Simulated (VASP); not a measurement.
# NbP (I4_1md) in VASP: a series of runs

Runs on NbP. Level: PBE. Tasks: single point.

Program: VASP 6.6.1. These are calculated values, not measurements. Logs are shortened: lines on timing, memory, paths and dates and some standing lists are left out, and cuts for length are marked.

### Step 1. The crystal as given

The structure is tetragonal, space group I4_1md (No. 109). Conventional cell: a = 3.350 Å, b = 3.350 Å, c = 11.480 Å, α = 90.00°, β = 90.00°, γ = 90.00°. Nb (site symmetry 2mm) has 6 P at 2.55 Å as nearest neighbours. P (site symmetry 2mm) is surrounded by 6 Nb at 2.55 Å.

The cell is a database's computed one.

### Step 2. Single point, PBE

Contents of INCAR:

```
SYSTEM = NbP
PREC = Accurate
ENCUT = 520
EDIFF = 1E-7
ISMEAR = 0
SIGMA = 0.1
LREAL = .False.
LASPH = .True.
NELM = 80
ALGO = Normal
ISIF = 2
LWAVE = .False.
LCHARG = .False.
GGA = PE
NBANDS = 26
```

Contents of KPOINTS:

```
Automatic mesh
0
Gamma
  4 4 4
  0 0 0
```

Contents of POSCAR:

```
NbP
1.0
   -1.6749232500      1.6749232500      5.7401081800
    1.6749232500     -1.6749232500      5.7401081800
    1.6749232500      1.6749232500     -5.7401081800
Nb P
2 2
Direct
    0.7498808000      0.7498808000      0.0000000000
    0.4998808000      0.9998808000      0.5000000000
    0.3327477700      0.3327477700      0.0000000000
    0.0827477800      0.5827477800      0.5000000000
```

Potentials or basis: VASP PAW PBE potentials, release 64 (Nb_sv, P).

Command:

```
$ cat potpaw_PBE.64/Nb_sv/POTCAR potpaw_PBE.64/P/POTCAR > POTCAR
$ mpirun -np 1 vasp_std > vasp.out
```

OUTCAR:

```text
SYSTEM = NbP
   PREC = Accurate
   ENCUT = 520
   EDIFF = 1E-7
   ISMEAR = 0
   LREAL = .False.
   LASPH = .True.
   NELM = 80
   ISIF = 2
   GGA = PE

 ion  position               nearest neighbor table
   1  0.750  0.750  0.000-   4 2.55   4 2.55   3 2.55   3 2.55   3 2.55   3 2.55
   2  0.500  1.000  0.500-   3 2.55   3 2.55   4 2.55   4 2.55   4 2.55   4 2.55
   3  0.333  0.333  0.000-   2 2.55   2 2.55   1 2.55   1 2.55   1 2.55   1 2.55
   4  0.083  0.583  0.500-   1 2.55   1 2.55   2 2.55   2 2.55   2 2.55   2 2.55

  LATTYP: Found a body centered tetragonal cell.
 ALAT       =     3.3498465000
 C/A-ratio  =     3.4270872889

  Lattice vectors:

 A1 = (  -1.6749232500,   1.6749232500,   5.7401081800)
 A2 = (   1.6749232500,  -1.6749232500,   5.7401081800)
 A3 = (   1.6749232500,   1.6749232500,  -5.7401081800)

Analysis of symmetry for initial positions (statically):
=====================================================================
 Subroutine PRICEL returns:
 Original cell was already a primitive cell.

 Routine SETGRP: Setting up the symmetry group for a
 body centered tetragonal supercell.

 Subroutine GETGRP returns: Found  8 space group operations
 (whereof  4 operations were pure point group operations)
 out of a pool of 16 trial point group operations.

The static configuration has the point symmetry C_2v.
 The point group associated with its full space group is C_4v.

Analysis of symmetry for dynamics (positions and initial velocities):
=====================================================================
 Subroutine PRICEL returns:
 Original cell was already a primitive cell.

 Routine SETGRP: Setting up the symmetry group for a
 body centered tetragonal supercell.

 Subroutine GETGRP returns: Found  8 space group operations
 (whereof  4 operations were pure point group operations)
 out of a pool of 16 trial point group operations.

The dynamic configuration has the point symmetry C_2v.
 The point group associated with its full space group is C_4v.

 Subroutine INISYM returns: Found  8 space group operations
 (whereof  4 operations are pure point group operations),
 and found     1 'primitive' translations

----------------------------------------------------------------------------------------

                                     Primitive cell

  volume of cell :      64.4125

  direct lattice vectors                    reciprocal lattice vectors
    -1.674923250  1.674923250  5.740108180     0.000000000  0.298521141  0.087106372
     1.674923250 -1.674923250  5.740108180     0.298521141  0.000000000  0.087106372
     1.674923250  1.674923250 -5.740108180     0.298521141  0.298521141  0.000000000

  length of vectors
     6.209635875  6.209635875  6.209635875     0.310970082  0.310970082  0.422172647

  position of ions in fractional coordinates (direct lattice)
     0.749880800  0.749880800  0.000000000
     0.499880800  0.999880800  0.500000000
     0.332747770  0.332747770  0.000000000
     0.082747780  0.582747780  0.500000000

  ion indices of the primitive-cell ions
   primitive index   ion index
                 1           1
                 2           2
                 3           3
                 4           4

----------------------------------------------------------------------------------------

 KPOINTS: Automatic mesh

Automatic generation of k-mesh.
 Grid dimensions read from file:
 generate k-points for:    4    4    4

 Generating k-lattice:

  Cartesian coordinates                     Fractional coordinates (reciprocal lattice)
     0.000000000  0.074630285  0.021776593     0.250000000  0.000000000  0.000000000
     0.074630285  0.000000000  0.021776593     0.000000000  0.250000000  0.000000000
     0.074630285  0.074630285  0.000000000     0.000000000  0.000000000  0.250000000

  Length of vectors
     0.077742520  0.077742520  0.105543162

  Shift w.r.t. Gamma in fractional coordinates (k-lattice)
     0.000000000  0.000000000  0.000000000

 Subroutine IBZKPT returns following result:
 ===========================================

 Found     13 irreducible k-points:

 Following reciprocal coordinates:
            Coordinates               Weight
  0.000000  0.000000  0.000000      1.000000
  0.250000  0.000000 -0.000000      8.000000
  0.500000  0.000000 -0.000000      4.000000
  0.250000  0.250000 -0.000000      8.000000
  0.500000  0.250000 -0.000000     16.000000
 -0.250000  0.250000  0.000000      4.000000
  0.500000  0.500000 -0.000000      2.000000
  0.250000  0.250000  0.250000      2.000000
 -0.250000  0.250000  0.250000      4.000000
  0.500000  0.500000  0.250000      4.000000
 -0.250000  0.500000  0.250000      8.000000
 -0.250000 -0.250000  0.250000      2.000000
  0.500000  0.500000  0.500000      1.000000
   k-points           NKPTS =     13   k-points in BZ     NKDIM =     13   number of bands    NBANDS=     26
   number of dos      NEDOS =    301   number of ions     NIONS =      4
[... 108 lines left out ...]

 k-point     4 :       0.2500    0.2500   -0.0000
  band No.  band energies     occupation
      1     -44.3649      2.00000
      2     -44.3468      2.00000
      3     -20.6020      2.00000
      4     -20.5947      2.00000
      5     -20.5044      2.00000
      6     -20.4300      2.00000
[... 18 lines left out ...]
     25      15.3832      0.00000
     26      15.9185      0.00000

 k-point     5 :       0.5000    0.2500   -0.0000
  band No.  band energies     occupation
      1     -44.3537      2.00000
      2     -44.3411      2.00000
      3     -20.7233      2.00000
      4     -20.5830      2.00000
      5     -20.5460      2.00000
      6     -20.4548      2.00000
[... 18 lines left out ...]
     25      15.1792      0.00000
     26      16.4535      0.00000

 k-point     6 :      -0.2500    0.2500    0.0000
  band No.  band energies     occupation
      1     -44.3686      2.00000
      2     -44.3430      2.00000
      3     -20.6102      2.00000
      4     -20.5897      2.00000
      5     -20.5215      2.00000
      6     -20.4333      2.00000
[... 18 lines left out ...]
     25      15.0914      0.00000
     26      16.3572      0.00000

 k-point     7 :       0.5000    0.5000   -0.0000
  band No.  band energies     occupation
      1     -44.3391      2.00000
      2     -44.3391      2.00000
      3     -20.6992      2.00000
      4     -20.6992      2.00000
      5     -20.5306      2.00000
      6     -20.5306      2.00000
[... 18 lines left out ...]
     25      16.3010      0.00000
     26      16.3792      0.00000

 k-point     8 :       0.2500    0.2500    0.2500
  band No.  band energies     occupation
      1     -44.3391      2.00000
      2     -44.3391      2.00000
      3     -20.6992      2.00000
      4     -20.6992      2.00000
      5     -20.5306      2.00000
      6     -20.5306      2.00000
[... 18 lines left out ...]
     25      16.3180      0.00000
     26      16.3203      0.00000

 k-point     9 :      -0.2500    0.2500    0.2500
  band No.  band energies     occupation
      1     -44.3646      2.00000
      2     -44.3467      2.00000
      3     -20.7482      2.00000
      4     -20.5762      2.00000
      5     -20.4842      2.00000
      6     -20.4361      2.00000
[... 18 lines left out ...]
     25      15.0552      0.00000
     26      17.0815      0.00000

 k-point    10 :       0.5000    0.5000    0.2500
  band No.  band energies     occupation
      1     -44.3558      2.00000
      2     -44.3558      2.00000
      3     -20.5994      2.00000
      4     -20.5994      2.00000
      5     -20.4485      2.00000
      6     -20.4485      2.00000
[... 18 lines left out ...]
     25      15.5727      0.00000
     26      15.5727      0.00000

 k-point    11 :      -0.2500    0.5000    0.2500
  band No.  band energies     occupation
      1     -44.3706      2.00000
      2     -44.3578      2.00000
      3     -20.6191      2.00000
      4     -20.5075      2.00000
      5     -20.4511      2.00000
      6     -20.4253      2.00000
[... 18 lines left out ...]
     25      14.6451      0.00000
     26      16.3187      0.00000

 k-point    12 :      -0.2500   -0.2500    0.2500
  band No.  band energies     occupation
      1     -44.3858      2.00000
      2     -44.3598      2.00000
      3     -20.5882      2.00000
      4     -20.4624      2.00000
      5     -20.4624      2.00000
      6     -20.3197      2.00000
[... 18 lines left out ...]
     25      14.9685      0.00000
     26      14.9685      0.00000

 k-point    13 :       0.5000    0.5000    0.5000
  band No.  band energies     occupation
      1     -44.3728      2.00000
      2     -44.3728      2.00000
      3     -20.4662      2.00000
      4     -20.4662      2.00000
      5     -20.4555      2.00000
      6     -20.4555      2.00000
[... 18 lines left out ...]
     25      15.2338      0.00000
     26      15.2338      0.00000

------------------------ aborting loop because EDIFF is reached ----------------------------------------

  FORCE on cell =-STRESS in cart. coord.  units (eV):
  Direction    XX          YY          ZZ          XY          YZ          ZX
  --------------------------------------------------------------------------------------
  -------------------------------------------------------------------------------------
  Total       -0.5635411     -0.5635411     -0.0036037      0.0000000      0.0000000      0.0000000
  in kB      -14.0173630    -14.0173630     -0.0896363      0.0000000      0.0000000      0.0000000
  external PRESSURE =      -9.3747874 kB  Pullay stress =       0.0000000 kB

 VOLUME and BASIS-vectors are now :
 -----------------------------------------------------------------------------
  energy-cutoff  :      520.00
  volume of cell :       64.41
      direct lattice vectors                 reciprocal lattice vectors
    -1.674923250  1.674923250  5.740108180     0.000000000  0.298521141  0.087106372
     1.674923250 -1.674923250  5.740108180     0.298521141  0.000000000  0.087106372
     1.674923250  1.674923250 -5.740108180     0.298521141  0.298521141  0.000000000

 POSITION                                       TOTAL-FORCE (eV/Angst)
 -----------------------------------------------------------------------------------
      0.00000      0.00000      8.60879        -0.000000      0.000000      0.013407
      1.67492      0.00000      5.73874         0.000000     -0.000000      0.013407
      0.00000      0.00000      3.82002        -0.000000     -0.000000     -0.013407
      1.67492      0.00000      0.94996        -0.000000     -0.000000     -0.013407
 -----------------------------------------------------------------------------------
    total drift:                               -0.000000     -0.000000      0.000064

  FREE ENERGIE OF THE ION-ELECTRON SYSTEM (eV)
  ---------------------------------------------------
  free  energy   TOTEN  =       -35.1752097658 eV

  energy  without entropy=      -35.1599630173  energy(sigma->0) =      -35.16758639
```

Run time: 54 s. Hardware: 1 thread of Intel Xeon Platinum 8259CL at 2.50GHz (Skylake/Cascade Lake), shared host; peak memory 0.31 GiB.

Results:

```
Free energy            : -35.1752 eV
Pressure               : -0.9 GPa
Largest force          : 0.013 eV/Å
Band gap on the k mesh : none (metal or under the smearing width)
```

Forces on the atoms (eV/Å):
```
Nb   0.000  0.000  0.013
Nb   0.000  0.000  0.013
P    0.000  0.000 -0.013
P    0.000  0.000 -0.013
```

Stress tensor (GPa, compression positive):
```
-1.40  0.00  0.00
 0.00 -1.40  0.00
 0.00  0.00 -0.01
```

Caveat: the k mesh is coarse (spacing up to 0.66 Å⁻¹), so the values aren't converged.

### Step 3. Single point, PBE

INCAR is that of step 2.

Contents of KPOINTS:

```
Automatic mesh
0
Gamma
  6 6 6
  0 0 0
```

POSCAR is that of step 2.

Potentials or basis: VASP PAW PBE potentials, release 64 (Nb_sv, P).

Command:

```
$ cat potpaw_PBE.64/Nb_sv/POTCAR potpaw_PBE.64/P/POTCAR > POTCAR
$ mpirun -np 1 vasp_std > vasp.out
```

Run time: 1.7 min. Hardware: 1 thread of Intel Xeon Platinum 8259CL at 2.50GHz (Skylake/Cascade Lake), shared host; peak memory 0.34 GiB.

The run converged. Its results:

```
Free energy            : -35.2864 eV
Pressure               : -1.3 GPa
Largest force          : 0.016 eV/Å
Band gap on the k mesh : 0.06 eV, direct
```

Forces in eV/Å, atoms in the order of the input:
```
Nb   0.000  0.000  0.016
Nb   0.000  0.000  0.016
P    0.000  0.000 -0.016
P    0.000  0.000 -0.016
```

Stress tensor (GPa, compression positive):
```
-1.29  0.00  0.00
 0.00 -1.29  0.00
 0.00  0.00 -1.20
```

Levels at points of the mesh, in eV from the valence-band top:
```csv
k point,band 16,band 17,band 18,band 19,band 20,band 21
"(0.00, 0.00, 0.00)",-1.63,-1.28,-1.28,0.90,1.66,2.71
"(0.50, 0.00, 0.00)",-1.79,-1.43,-0.05,0.15,1.38,2.51
"(0.50, 0.50, 0.00)",-2.77,-0.36,-0.36,3.02,3.02,3.12
"(0.50, 0.50, 0.50)",-2.58,-0.45,-0.45,1.26,1.26,2.36
```

Caveat: the k mesh is coarse (spacing up to 0.44 Å⁻¹), so the values aren't converged. A k mesh can miss the band edges.

### Step 4. Single point, PBE

INCAR is that of step 3.

Contents of KPOINTS:

```
Automatic mesh
0
Gamma
  8 8 8
  0 0 0
```

POSCAR is that of step 3.

Command:

```
$ cat potpaw_PBE.64/Nb_sv/POTCAR potpaw_PBE.64/P/POTCAR > POTCAR
$ mpirun -np 1 vasp_std > vasp.out
```

It took 3.2 min on 1 thread of Intel Xeon Platinum 8259CL at 2.50GHz (Skylake/Cascade Lake), shared host; peak memory 0.36 GiB.

Results (log left out):

```
Free energy            : -35.3056 eV
Pressure               : -1.4 GPa
Largest force          : 0.017 eV/Å
Band gap on the k mesh : none (metal or under the smearing width)
```

Forces in eV/Å, atoms in the order of the input:
```
Nb   0.000  0.000  0.017
Nb   0.000  0.000  0.017
P    0.000  0.000 -0.017
P    0.000  0.000 -0.017
```

Levels at points of the mesh, in eV from the Fermi level:
| k point | band 15 | band 16 | band 17 | band 18 | band 19 | band 20 | band 21 | band 22 |
| --- | --- | --- | --- | --- | --- | --- | --- | --- |
| (0.00, 0.00, 0.00) | -2.12 | -1.70 | -1.35 | -1.35 | 0.83 | 1.60 | 2.65 | 3.13 |
| (0.50, 0.00, 0.00) | -2.30 | -1.87 | -1.50 | -0.12 | 0.08 | 1.31 | 2.44 | 2.63 |
| (0.50, 0.50, 0.00) | -2.84 | -2.84 | -0.43 | -0.43 | 2.96 | 2.96 | 3.05 | 3.05 |
| (0.50, 0.50, 0.50) | -2.65 | -2.65 | -0.52 | -0.52 | 1.19 | 1.19 | 2.30 | 2.30 |

### Step 5. Single point, PBE

INCAR is that of step 4.

Contents of KPOINTS:

```
Automatic mesh
0
Gamma
  10 10 10
  0 0 0
```

POSCAR is that of step 4.

Command:

```
$ cat potpaw_PBE.64/Nb_sv/POTCAR potpaw_PBE.64/P/POTCAR > POTCAR
$ mpirun -np 1 vasp_std > vasp.out
```

Wall time 5.4 min (1 thread of Intel Xeon Platinum 8259CL at 2.50GHz (Skylake/Cascade Lake), shared host); peak memory 0.4 GiB.

The run converged. Its results:

```yaml
Free_energy: -35.3128 eV
Pressure: -1.4 GPa
Largest_force: 0.011 eV/Å
Band_gap_on_the_k_mesh: none (metal or under the smearing width)
```

Forces in eV/Å, atoms in the order of the input:
```
Nb   0.000  0.000  0.011
Nb   0.000  0.000  0.011
P    0.000  0.000 -0.011
P    0.000  0.000 -0.011
```

Stress tensor (GPa, compression positive):
```
-1.40  0.00  0.00
 0.00 -1.40  0.00
 0.00  0.00 -1.53
```

Levels at points of the mesh, in eV from the Fermi level:
```csv
k point,band 15,band 16,band 17,band 18,band 19,band 20,band 21,band 22
"(0.00, 0.00, 0.00)",-2.13,-1.71,-1.36,-1.36,0.83,1.59,2.64,3.13
"(0.50, 0.00, 0.00)",-2.31,-1.87,-1.51,-0.13,0.08,1.30,2.43,2.63
"(0.50, 0.50, 0.00)",-2.85,-2.85,-0.43,-0.43,2.95,2.95,3.05,3.05
"(0.50, 0.50, 0.50)",-2.65,-2.65,-0.53,-0.53,1.19,1.19,2.29,2.29
```

### Step 6. Single point, PBE

INCAR is that of step 5.

Contents of KPOINTS:

```
Automatic mesh
0
Gamma
  14 14 14
  0 0 0
```

POSCAR is that of step 5.

Potentials or basis: VASP PAW PBE potentials, release 64 (Nb_sv, P).

Command:

```
$ cat potpaw_PBE.64/Nb_sv/POTCAR potpaw_PBE.64/P/POTCAR > POTCAR
$ mpirun -np 1 vasp_std > vasp.out
```

It took 13 min on 1 thread of Intel Xeon Platinum 8259CL at 2.50GHz (Skylake/Cascade Lake), shared host; peak memory 0.56 GiB.

The run converged. Its results:

- Free energy: -35.3178 eV
- Pressure: -1.5 GPa
- Largest force: 0.012 eV/Å
- Band gap on the k mesh: none (metal or under the smearing width)

Forces on the atoms (eV/Å):
```
Nb   0.000  0.000  0.012
Nb   0.000  0.000  0.012
P    0.000  0.000 -0.012
P    0.000  0.000 -0.012
```

Stress tensor (GPa, compression positive):
```
-1.38  0.00  0.00
 0.00 -1.38  0.00
 0.00  0.00 -1.67
```

Levels at points of the mesh, in eV from the Fermi level:
| k point | band 14 | band 15 | band 16 | band 17 | band 18 | band 19 | band 20 | band 21 | band 22 | band 23 |
| --- | --- | --- | --- | --- | --- | --- | --- | --- | --- | --- |
| (0.00, 0.00, 0.00) | -2.24 | -2.13 | -1.71 | -1.36 | -1.36 | 0.83 | 1.59 | 2.64 | 3.13 | 3.13 |
| (0.50, 0.00, 0.00) | -3.21 | -2.31 | -1.88 | -1.51 | -0.13 | 0.07 | 1.30 | 2.43 | 2.62 | 3.25 |
| (0.50, 0.50, 0.00) | -4.63 | -2.85 | -2.85 | -0.43 | -0.43 | 2.95 | 2.95 | 3.05 | 3.05 | 4.00 |
| (0.50, 0.50, 0.50) | -2.70 | -2.66 | -2.66 | -0.53 | -0.53 | 1.18 | 1.18 | 2.29 | 2.29 | 3.55 |

### Step 7. Summary

| k mesh | mesh quality | gap on the mesh (eV) | pressure (GPa) | largest force (eV/Å) |
| --- | --- | --- | --- | --- |
| 4 × 4 × 4 | coarse | none | -0.9 | 0.01 |
| 6 × 6 × 6 | coarse | 0.06 | -1.3 | 0.02 |
| 8 × 8 × 8 | not flagged | none | -1.4 | 0.02 |
| 10 × 10 × 10 | not flagged | none | -1.4 | 0.01 |
| 14 × 14 × 14 | not flagged | none | -1.5 | 0.01 |

Alike in all rows: task single point; level PBE; potentials or basis VASP PAW PBE potentials, release 64 (Nb_sv, P); no spin polarisation; cell as given; cutoff (eV) 520; smearing gaussian 0.1 eV.

Caveats: some runs use coarse meshes.

Total energies depend on the potentials used, so only differences within one code and one set of settings carry meaning.
